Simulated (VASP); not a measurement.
SiC (Moissanite 3C), 2 atoms in the cell. Symmetry: F-43m, No. 216, cubic system. The conventional cell has a = 4.358 Å, b = 4.358 Å, c = 4.358 Å, α = 90.00°, β = 90.00°, γ = 90.00°. Si (site symmetry -43m) is surrounded by 4 C at 1.89 Å. Around C (site symmetry -43m) lie 4 Si at 1.89 Å. 

* Program: VASP 6.6.1
* Task: relaxation of cell and atoms
* Functional: PBEsol
* Potentials or basis: VASP PAW PBE potentials, release 64 (Si, C)
* Cutoff: 600 eV
* k mesh: 10 × 10 × 10
* Occupations: gaussian, width 0.03 eV
* Spin: no spin polarisation
* Further INCAR settings: ALGO = Normal; EDIFF = 1e-07; IBRION = 2; EDIFFG = -0.005; NSW = 90; ISIF = 3

Potentials or basis: VASP PAW PBE potentials, release 64 (Si, C).

The run is started by

```bash
$ cat potpaw_PBE.64/Si/POTCAR potpaw_PBE.64/C/POTCAR > POTCAR
$ mpirun -np 1 vasp_std > vasp.out
```

Hardware: 1 thread of Intel(R) Xeon(R) Platinum 8488C (Sapphire Rapids), on a shared host.

Problem. Estimate the wall time of this run.

Solution. Wall time 14 s on 1 thread of Intel(R) Xeon(R) Platinum 8488C (Sapphire Rapids) (shared host), peak memory 0.15 GiB. Counts: scf iterations 13, k points 47, ion steps 1.
